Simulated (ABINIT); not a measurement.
A run of ABINIT 10.8.3 (patched build) is set up as follows.

run.abi

```
# Datasets: ground state, then fixed potential
ndtset 2

# Pseudopotentials
pp_dirpath "./"
pseudos "Al.GGA_PBE-JTH.xml"

# Structure
acell 5.4112434042 5.4112434042 5.4112434042
rprim
     0.0000000000     0.7071067812     0.7071067812
     0.7071067812     0.0000000000     0.7071067812
     0.7071067812     0.7071067812     0.0000000000
ntypat 1
znucl 13
natom 1
typat 1
xred
     0.0000000000     0.0000000000     0.0000000000

# Plane-wave basis
ecut 653.073270 eV
pawecutdg 46.0

# Exchange and correlation
ixc -263267
usekden 1
pawxcdev 0

# Bands and occupations
occopt 3
tsmear 0.05 eV

# SCF cycle
nstep 100

# Output
iomode 3
prtwf 0
prteig 0
prtebands 0
enunit 2
prtden1 1
prtkden1 1

# Dataset 1
kptopt1 1
ngkpt1 11 11 11
nshiftk1 1
shiftk1 0.0 0.0 0.0
nband1 6
tolvrs1 1.0e-7

# Dataset 2: bands along G-X-W-K-G-L-U-W-L-K
iscf2 -2
getden2 1
getkden2 1
nband2 10
nbdbuf2 2
tolwfr2 1.0e-12
kptopt2 -9
ndivsm2 8
prteig2 1
kptbounds2
     0.0000000000     0.0000000000     0.0000000000
     0.5000000000     0.0000000000     0.5000000000
     0.5000000000     0.2500000000     0.7500000000
     0.3750000000     0.3750000000     0.7500000000
     0.0000000000     0.0000000000     0.0000000000
     0.5000000000     0.5000000000     0.5000000000
     0.6250000000     0.2500000000     0.6250000000
     0.5000000000     0.2500000000     0.7500000000
     0.5000000000     0.5000000000     0.5000000000
     0.3750000000     0.3750000000     0.7500000000
```

Potentials or basis: JTH PAW PBE v2.0.

Launch:

```console
$ abinit run.abi > log 2>&1
```

Problem. Predict the band gap on the k mesh.

Solution. None (metal or under the smearing width).

Problem. Estimate the pressure.

Solution. -1.6 GPa.

Levels at the corners of the path, in eV from the Fermi level:
```csv
point,band 1,band 2,band 3,band 4,band 5,band 6,band 7
Γ,-11.44,13.14,13.14,13.14,14.41,14.41,14.41
X,-2.96,-1.72,5.51,5.75,5.75,9.18,26.36
W,-0.82,-0.82,0.03,1.15,16.31,16.31,16.66
K,-1.89,-1.44,-0.44,6.75,8.42,16.09,22.54
Γ,-11.44,13.14,13.14,13.14,14.41,14.41,14.41
L,-4.79,-4.44,11.64,11.64,11.96,11.96,15.25
U,-1.89,-1.44,-0.44,6.75,8.42,16.09,22.54
W,-0.82,-0.82,0.03,1.15,16.31,16.31,16.66
L,-4.79,-4.44,11.64,11.64,11.96,11.96,15.25
K,-1.89,-1.44,-0.44,6.75,8.42,16.09,22.54
```

Caveat: the PAW data sets were made with another functional, which shifts forces and pressure a little.
